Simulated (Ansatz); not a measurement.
# CdSe (F-43m) in Ansatz: convergence with k mesh

Aim: find how far k mesh must go before the results for CdSe settle, at LDA. This setting moves, with any that are tied to it; all else stays.

All numbers are computed with Ansatz 0.2.0; they aren't measurements. Logs are shortened: lines on timing, memory, paths and dates and some standing lists are left out, and cuts for length are marked.

## 1. The crystal as given

Symmetry: F-43m, No. 216, cubic system. The conventional cell has a = 6.141 Å, b = 6.141 Å, c = 6.141 Å, α = 90.00°, β = 90.00°, γ = 90.00°. Cd (site symmetry -43m) is surrounded by 4 Se at 2.66 Å. Around Se (site symmetry -43m) lie 4 Cd at 2.66 Å.

Measurements of this composition are mostly on another form, of space group No. 186.

## 2. With k mesh 2 × 2 × 2

Contents of input.yaml:

```yaml
crystal:
  lattice:
    - [0.0, 3.0702711986, 3.0702711986]
    - [3.0702711986, 0.0, 3.0702711986]
    - [3.0702711986, 3.0702711986, 0.0]
  atoms:
    - { symbol: Cd, position: [0.0, 0.0, 0.0] }
    - { symbol: Se, position: [0.25, 0.25, 0.25] }
kpoints:
  mp_grid: { grid: [2, 2, 2] }
scf:
  occupations: { method: fermi_dirac, width: 0.05 }
hamiltonian:
  xc: lda
  pseudopotentials: { kind: all_electron, lapw: { basis_error: 0.001 } }
output:
  forces: true
  stress: true
  eigenvalues: true
```

Potentials or basis: all-electron LAPW, scalar-relativistic.

On the command line:

```bash
ansatz run input.yaml --threads 1 --pin off --max-ram 3072MiB --backend cpu --events-out ev --progress --plain --runs-dir out
```

Standard output:

```text
Warning: RAYON_NUM_THREADS=1 ignored (pool sized by the plan → 1); use --threads N
LAPW: plane waves up to 8.363 Å⁻¹, error target 1.0e-3 eV per atom; small_component_spin mean_spin; Se in spheres of 1.276 Å, 24 of its electrons in bands, Dirac shells []; Cd in spheres of 1.383 Å, 20 of its electrons in bands, Dirac shells [] (how accurate: hamiltonian.pseudopotentials.lapw.basis_error, Limitations)
Engine: ansatz 0.2.0, x86_64-unknown-linux-gnu
Pseudopotentials: kind: all_electron
Pseudopotential: Cd, LAPW, valence charge 20, lapw/all_electron/scalar/gaussian/Cd, Koelling and Harmon's equation, gaussian nucleus
Pseudopotential: Se, LAPW, valence charge 24, lapw/all_electron/scalar/gaussian/Se, Koelling and Harmon's equation, gaussian nucleus
Functional definition: SPW92
  exchange = slater_x
  correlation = pw_c
Crystal: 2 atoms, lattice volume = 57.884 Å³
Basis set: ecut = 266.4850156728686 eV, 537 PW (Γ), exchange–correlation at level 2
Bands: 27, of which v1, the nominal top of the filled ones, is band 22 counted from 1 (21 counted from 0)
Symmetry: 24 space group operations
Space group: F-43m (ITA 216), of the structure as read, at distance tolerance 3.9e-5 Å
k-points: 3 of 8
Non-local potential: Cd, projectors of the file, none
Non-local potential: Se, projectors of the file, none
Initial density: superposition of atomic densities (chi_scale 0.1, normalization cell, long waves kept (reshape's long-wave potential 0.00 eV rms))
Initial wavefunctions: plane waves of lowest kinetic energy (no species holds an atomic orbital)
Functional: x = slater, c = lda
iter 1 solved again at ethr=3.58e-3 eV; its pass at ethr=1.00e-1 eV (dr2=1.57e0 eV) is discarded
SCF iter   1: F=—  HF=-218139.514827 eV  |F-HF|=—  |Δ(HF+E_count)|=         —  Δρ=3.51e-2  dr2=1.57e0  ethr=3.58e-3  ⟨swp⟩=2.0  Hψ=509  notcnv=0
preconditioner: auto → none  [insulator: Δε(μ)=0.809 eV  Ē_g=12.284 eV  σ=0.050 eV  W_gap=1.00  n_scr=14 (ndim 8)  ℏωp=20.7 eV  f_vac=0.228  D(μ)=0.01/eV (n_scr^D=0)  ε∞_Penn≈3.8]
iter 2 solved again at ethr=1.45e-4 eV; its pass at ethr=3.58e-3 eV (dr2=6.38e-2 eV) is discarded
SCF iter   2: F=—  HF=-218138.944289 eV  |F-HF|=—  |Δ(HF+E_count)|=   5.71e-1  Δρ=9.35e-3  dr2=6.39e-2  ethr=1.45e-4  ⟨swp⟩=2.0  Hψ=424  notcnv=0
preconditioner: auto → LDOS  [insulator: Δε(μ)=1.817 eV  Ē_g=12.867 eV  σ=0.050 eV  W_gap=0.73  n_scr=14 (ndim 8)  ℏωp=20.7 eV  f_vac=0.262  D(μ)=3.73/eV (n_scr^D=50)  ε∞_Penn≈3.6  β→1.0]
SCF iter   3: F=—  HF=-218138.872161 eV  |F-HF|=—  |Δ(HF+E_count)|=   7.21e-2  Δρ=3.60e-3  dr2=1.01e-2  ethr=1.45e-4  ⟨swp⟩=2.3  Hψ=250  notcnv=0
SCF iter   4: F=—  HF=-218138.868737 eV  |F-HF|=—  |Δ(HF+E_count)|=   3.42e-3  Δρ=1.15e-3  dr2=6.59e-4  ethr=2.30e-5  ⟨swp⟩=2.0  Hψ=233  notcnv=0
SCF iter   5: F=—  HF=-218138.868462 eV  |F-HF|=—  |Δ(HF+E_count)|=   2.75e-4  Δρ=3.98e-4  dr2=1.09e-4  ethr=1.50e-6  ⟨swp⟩=2.0  Hψ=233  notcnv=0
SCF iter   6: F=—  HF=-218138.868469 eV  |F-HF|=—  |Δ(HF+E_count)|=   6.32e-6  Δρ=1.29e-4  dr2=1.87e-5  ethr=2.48e-7  ⟨swp⟩=2.0  Hψ=233  notcnv=0
SCF iter   7: F=—  HF=-218138.868465 eV  |F-HF|=—  |Δ(HF+E_count)|=   3.74e-6  Δρ=6.72e-5  dr2=6.60e-6  ethr=4.25e-8  ⟨swp⟩=2.3  Hψ=234  notcnv=0
SCF iter   8: F=—  HF=-218138.868465 eV  |F-HF|=—  |Δ(HF+E_count)|=   1.71e-7  Δρ=3.57e-5  dr2=1.60e-6  ethr=1.50e-8  ⟨swp⟩=2.3  Hψ=234  notcnv=0
SCF iter   9: F=—  HF=-218138.868465 eV  |F-HF|=—  |Δ(HF+E_count)|=   2.75e-7  Δρ=1.29e-5  dr2=2.18e-7  ethr=3.64e-9  ⟨swp⟩=2.0  Hψ=233  notcnv=0
SCF iter  10: F=-218138.868465 eV  HF=-218138.868465 eV  |F-HF|=2.71e-9  |Δ(HF+E_count)|=   4.24e-8  Δρ=1.95e-6  dr2=5.19e-9  ethr=4.96e-10  ⟨swp⟩=2.0  Hψ=233  notcnv=0
SCF 1 converged in 10 iterations: F = -218138.868465 eV  dr2 = 5.19e-9
SCF converged after 10 iterations
Free energy (F): -218138.868465 eV
Harris-Foulkes:  -218138.868465 eV  (|F-HF|=2.71e-9)
Internal energy: -218138.843590 eV  (E = F + TS)
E sigma→0 (E₀):  -218138.856027 eV
Entropy (-TS):   -0.024875 eV (-12.438 meV/atom)
Fermi energy:    7.771134 eV
--- Per-component energies (eV) ---
  E_band       = -2106.941558
  E_kinetic    = 226871.770988
  E_xc         = -6380.057103
  E_electrostatic = -438630.557475  (all electrons and nuclei)
  E_smearing   = -0.024875  (= −TS)
  E_closure    = 0.000000  (closes the sum)
  E_atoms      = -218133.300458  (free atoms, spherical and without spin; not in F)
  Σ components = -218138.868465   (vs F -218138.868465, Δ=0.00e0)
  Basis errors (estimates in eV, not in F): energy 4.1e-4 per atom: plane waves 3.6e-4 (2.1e-4 summed), levels above the bands 4.4e-94, relativity 2.9e-9, radial functions 4.4e-5, core shells 5.7e-7; eigenvalues (radial functions only) 1.1e-6; not estimated: angular momenta, meshes, grids; target (lapw.basis_error) 1.0e-3; muffin-tin radii Se 1.276 Å, Cd 1.383 Å
--- Forces (eV/Å), atoms counted from 1 ---
  atom   1  Cd    -0.00000000     0.00000000     0.00000000
  atom   2  Se     0.00000000    -0.00000000    -0.00000000
  max |Σ_I F_I| component: 4.63e-17 eV/Å
--- Stress (GPa, compression-positive) ---
        0.914415      -0.000000      -0.000000
       -0.000000       0.914415       0.000000
       -0.000000       0.000000       0.914415
  P = ⅓ Tr σ = 0.9144 GPa (9.144 kbar)
--- Band table (eV) ---
  k-point 0: bands = ["-197.9920", "-138.0289", "-138.0289", "-138.0289", "-93.9773", "-55.1347", "-55.1347", "-55.1347", "-38.7907", "-38.7907", "-38.7907", "-38.7871", "-38.7871", "-4.7829", "-0.4511", "-0.4511", "-0.4511", "-0.1285", "-0.1285", "7.6867", "7.6867", "7.6867", "7.7775", "13.2744", "13.2744", "13.2744", "16.8271"]
  k-point 1: bands = ["-197.9920", "-138.0289", "-138.0289", "-138.0289", "-93.9772", "-55.1350", "-55.1348", "-55.1348", "-38.7908", "-38.7907", "-38.7907", "-38.7871", "-38.7871", "-4.4158", "-0.3685", "-0.3685", "-0.1060", "-0.1060", "0.1651", "3.2486", "6.9437", "6.9437", "9.6379", "13.7979", "13.7979", "14.6478", "17.1711"]
  k-point 2: bands = ["-197.9920", "-138.0289", "-138.0289", "-138.0289", "-93.9772", "-55.1350", "-55.1348", "-55.1348", "-38.7908", "-38.7907", "-38.7907", "-38.7872", "-38.7871", "-4.3009", "-0.2874", "-0.2185", "-0.2185", "-0.0750", "0.2312", "3.5117", "5.8509", "5.8509", "10.4483", "11.0889", "16.3225", "17.3811", "17.3811"]
```

Wall time 10 s (1 thread of Intel Xeon at 2.50GHz (Skylake/Cascade Lake), shared host); peak memory 0.26 GiB.

Results:

```
Free energy : -218138.8685 eV
Pressure    : 0.9 GPa
```

## 3. With k mesh 3 × 3 × 3

input.yaml: that of step 2 with these lines changed.

```diff
@@ -9,3 +9,3 @@
 kpoints:
-  mp_grid: { grid: [2, 2, 2] }
+  mp_grid: { grid: [3, 3, 3] }
 scf:
```

Potentials or basis: all-electron LAPW, scalar-relativistic.

On the command line:

```bash
ansatz run input.yaml --threads 1 --pin off --max-ram 3072MiB --backend cpu --events-out ev --progress --plain --runs-dir out
```

Run time: 9.8 s. Hardware: 1 thread of Intel Xeon at 2.50GHz (Skylake/Cascade Lake), shared host; peak memory 0.26 GiB.

Results:

```
Free energy : -218139.8135 eV
Pressure    : -2.4 GPa
```

## 4. With k mesh 4 × 4 × 4

input.yaml: that of step 3 with these lines changed.

```diff
@@ -9,3 +9,3 @@
 kpoints:
-  mp_grid: { grid: [3, 3, 3] }
+  mp_grid: { grid: [4, 4, 4] }
 scf:
```

On the command line:

```bash
ansatz run input.yaml --threads 1 --pin off --max-ram 3072MiB --backend cpu --events-out ev --progress --plain --runs-dir out
```

It took 15 s on 1 thread of Intel Xeon at 2.50GHz (Skylake/Cascade Lake), shared host; peak memory 0.27 GiB.

What came out:

| Property | Result |
| --- | --- |
| Free energy | -218139.9812 eV |
| Pressure | -3.0 GPa |
| Band gap on the k mesh | 0.25 eV, direct |

## 5. With k mesh 5 × 5 × 5

input.yaml: that of step 4 with these lines changed.

```diff
@@ -9,3 +9,3 @@
 kpoints:
-  mp_grid: { grid: [4, 4, 4] }
+  mp_grid: { grid: [5, 5, 5] }
 scf:
```

On the command line:

```bash
ansatz run input.yaml --threads 1 --pin off --max-ram 3072MiB --backend cpu --events-out ev --progress --plain --runs-dir out
```

Wall time 15 s (1 thread of Intel Xeon at 2.50GHz (Skylake/Cascade Lake), shared host); peak memory 0.27 GiB.

What came out:

* Free energy: -218140.0196 eV
* Pressure: -3.2 GPa
* Band gap on the k mesh: 0.26 eV, direct

## 6. With k mesh 6 × 6 × 6

input.yaml: that of step 5 with these lines changed.

```diff
@@ -9,3 +9,3 @@
 kpoints:
-  mp_grid: { grid: [5, 5, 5] }
+  mp_grid: { grid: [6, 6, 6] }
 scf:
```

Potentials or basis: all-electron LAPW, scalar-relativistic.

On the command line:

```bash
ansatz run input.yaml --threads 1 --pin off --max-ram 3072MiB --backend cpu --events-out ev --progress --plain --runs-dir out
```

Run time: 26 s. Hardware: 1 thread of Intel Xeon at 2.50GHz (Skylake/Cascade Lake), shared host; peak memory 0.28 GiB.

Results:

```
Free energy            : -218140.0304 eV
Pressure               : -3.2 GPa
Band gap on the k mesh : 0.27 eV, direct
```

## 7. With k mesh 8 × 8 × 8

input.yaml: that of step 6 with these lines changed.

```diff
@@ -9,3 +9,3 @@
 kpoints:
-  mp_grid: { grid: [6, 6, 6] }
+  mp_grid: { grid: [8, 8, 8] }
 scf:
```

On the command line:

```bash
ansatz run input.yaml --threads 1 --pin off --max-ram 3072MiB --backend cpu --events-out ev --progress --plain --runs-dir out
```

Run time: 40 s. Hardware: 1 thread of Intel Xeon at 2.50GHz (Skylake/Cascade Lake), shared host; peak memory 0.31 GiB.

What came out:

```
Free energy            : -218140.0352 eV
Pressure               : -3.2 GPa
Band gap on the k mesh : 0.27 eV, direct
```

## 8. With k mesh 10 × 10 × 10

input.yaml: that of step 7 with these lines changed.

```diff
@@ -9,3 +9,3 @@
 kpoints:
-  mp_grid: { grid: [8, 8, 8] }
+  mp_grid: { grid: [10, 10, 10] }
 scf:
```

On the command line:

```bash
ansatz run input.yaml --threads 1 --pin off --max-ram 3072MiB --backend cpu --events-out ev --progress --plain --runs-dir out
```

It took 54 s on 1 thread of Intel Xeon at 2.50GHz (Skylake/Cascade Lake), shared host; peak memory 0.35 GiB.

It converged, with:

```yaml
Free_energy: -218140.0361 eV
Pressure: -3.2 GPa
Band_gap_on_the_k_mesh: 0.27 eV, direct
```

## 9. With k mesh 12 × 12 × 12

input.yaml: that of step 8 with these lines changed.

```diff
@@ -9,3 +9,3 @@
 kpoints:
-  mp_grid: { grid: [10, 10, 10] }
+  mp_grid: { grid: [12, 12, 12] }
 scf:
```

Potentials or basis: all-electron LAPW, scalar-relativistic.

On the command line:

```bash
ansatz run input.yaml --threads 1 --pin off --max-ram 3072MiB --backend cpu --events-out ev --progress --plain --runs-dir out
```

It took 77 s on 1 thread of Intel Xeon at 2.50GHz (Skylake/Cascade Lake), shared host; peak memory 0.41 GiB.

The run converged. Its results:

```yaml
Free_energy: -218140.0363 eV
Pressure: -3.2 GPa
Band_gap_on_the_k_mesh: 0.27 eV, direct
```

## 10. The series at a glance

| k mesh | energy less the tightest run, at zero smearing (meV/atom) | pressure (GPa) | SCF cycles | CPU time (s) | peak memory (GiB) |
| --- | --- | --- | --- | --- | --- |
| 2 × 2 × 2 | 590.11 | 0.91 | 10 | 6.6 | 0.26 |
| 3 × 3 × 3 | 112.45 | -2.40 | 7 | 6.5 | 0.26 |
| 4 × 4 × 4 | 27.88 | -3.04 | 7 | 9.8 | 0.27 |
| 5 × 5 × 5 | 8.48 | -3.19 | 7 | 11 | 0.27 |
| 6 × 6 × 6 | 3.04 | -3.23 | 7 | 17 | 0.28 |
| 8 × 8 × 8 | 0.56 | -3.25 | 7 | 28 | 0.31 |
| 10 × 10 × 10 | 0.12 | -3.25 | 7 | 42 | 0.35 |
| 12 × 12 × 12 | 0.00 | -3.25 | 7 | 62 | 0.41 |

Against the tightest run, the energy stays within 1 meV/atom from 8 × 8 × 8 on; the pressure stays within 0.1 GPa from 5 × 5 × 5 on. Meshes of other sizes hit other points, so gaps and Fermi surfaces needn't settle smoothly. The tightest run that finished is the yardstick and may itself not be fully converged.
